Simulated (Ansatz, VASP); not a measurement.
**Ge in VASP and in Ansatz**

```
Ge
1.0
     5.76435    0.00000    0.00000
     0.00000    5.76435    0.00000
     0.00000    0.00000    5.76435
Ge
8
Direct
  0.00000 0.00000 0.00000
  0.00000 0.50000 0.50000
  0.50000 0.00000 0.50000
  0.50000 0.50000 0.00000
  0.25000 0.25000 0.25000
  0.25000 0.75000 0.75000
  0.75000 0.25000 0.75000
  0.75000 0.75000 0.25000
```

Alike in both runs: functional PBE; k mesh 4 × 4 × 4; occupations gaussian, width 0.05 eV; no spin polarisation.

Ansatz relaxed the structure, and its values are those at the end. VASP's run is a single point on that final structure, the one shown.

|  | VASP | Ansatz |
| --- | --- | --- |
| version | VASP 6.6.1 | Ansatz 0.2.0 |
| potentials or method | VASP PAW PBE potentials, release 64 (Ge_d) | scalar-relativistic, plane waves, PAW |
| plane-wave cutoff (eV) | 520 | 420 |
| valence electrons in the cell | 112 | 112 |

|  | VASP | Ansatz | Ansatz less VASP |
| --- | --- | --- | --- |
| gap on the k mesh at the Fermi level (eV) | none | none | - |
| pressure (GPa) | 0.0 | 0.0 | +0.03 |

A gap of «none» marks a metal or a gap that the smearing closes. The functional is the same, so the differences come from potentials, cutoffs and numerics.
